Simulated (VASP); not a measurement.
Crystal: ZnSe (Stilleite).

```xyz
2
Lattice="0.0000 2.8338 2.8338 2.8338 0.0000 2.8338 2.8338 2.8338 0.0000" Properties=species:S:1:pos:R:3 pbc="T T T"
Se    4.2507    4.2507    4.2507
Zn    0.0000    0.0000    0.0000
```

```yaml
Program: VASP 6.6.1
Task: relaxation of cell and atoms
Functional: PBEsol
Dispersion: D3(BJ)
Potentials_or_basis: VASP PAW PBE potentials, release 64 (Se, Zn)
Cutoff: 600 eV
k_mesh: 8 × 8 × 8
Occupations: fermi-dirac, width 0.05 eV
Spin: no spin polarisation
```

At the start: pressure -2.8 GPa; volume 22.76 Å³/atom.

Task: Where does the relaxation end?

Result: Over 3 steps the energy falls by 9.4 meV/atom and the volume is 21.73 Å³/atom (-4.5 %); space group F-43m (No. 216, to 0.05 Å).

Step by step:
```tsv
step	energy change (eV)	largest force (eV/Å)	pressure (GPa)	volume (Å³)
1	0.0000	0.0000	-2.84	45.51
2	-0.0170	0.0000	0.87	42.90
3	-0.0188	0.0000	0.03	43.47
```

Final structure:
```
Se Zn
1.0
     0.00000    2.79074    2.79074
     2.79074    0.00000    2.79074
     2.79074    2.79074    0.00000
Se Zn
1 1
Direct
  0.75000 0.75000 0.75000
  0.00000 0.00000 0.00000
```

Caveat: the PAW data sets were made with another functional, which shifts forces and pressure a little.
